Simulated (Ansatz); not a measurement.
`CC(C)[O][Mg][Cl]` → `[MgH][Cl]` + acetone at 298.15 K and 1 bar (β-hydride elimination).

Isolated molecules relaxed with PBE0-D4/def2-TZVP in Ansatz; ΔE leaves out vibrations. CBS: MP2 limit from def2 TZ/QZ plus the TZ coupled-cluster correction, frozen cores. For Mg outer-core shells are correlated without core-valence functions, which leaves a few kJ/mol of doubt a bond. Each species was taken in one conformer, which may not be the lowest.

```
           species  CCSD(T)/CBS energy (Eh)  H − E (kJ/mol)  S (J/(mol·K))
`CC(C)[O][Mg][Cl]`               -853.34504           285.0          394.6
       `[MgH][Cl]`               -660.33122            28.0          239.9
         `CC(C)=O`               -192.94016           236.2          300.9
```

H − E and S are ideal-gas, rigid-rotor, harmonic terms from PBE0-D4/def2-TZVP, for one conformer and one mirror image of each species. 1 Eh = 2625.50 kJ/mol, R = 8.31446 J/(mol·K).

Task: By hand: ΔE, ΔH, ΔS and ΔG.

Result: ΔE = (-660.33122) + (-192.94016) − (-853.34504) = 0.07366 Eh = 193.4 kJ/mol. Δ(H − E) = 28.0 + 236.2 − 285.0 = -20.8, so ΔH = 172.6 kJ/mol. ΔS = 239.9 + 300.9 − 394.6 = 146.2 J/(mol·K). ΔG = 172.6 − 298.15 × (146.2)/1000 = 129.0 kJ/mol.

Task: By hand: the equilibrium constant, and the temperature at which ΔG would vanish if ΔH and ΔS stayed fixed.

Result: log₁₀ K = −ΔG/(RT ln 10) = -22.6. ΔG = 0 at ΔH/ΔS = 1181 K.

The number of gas molecules changes by +1, which sets the sign of ΔS. A doubt of 5 kJ/mol in ΔE shifts log₁₀ K by 0.9 here. Other conformers and mirror images would add mixing entropy, several J/(mol·K) or more a flexible species. Modes under 60 cm⁻¹, often nearly free rotors, make the harmonic entropy too high. These are equilibria of isolated gas molecules and say nothing of rates. Largest T1 diagnostic: 0.013 (customary marks: 0.02 for closed shells, 0.045 for open ones).
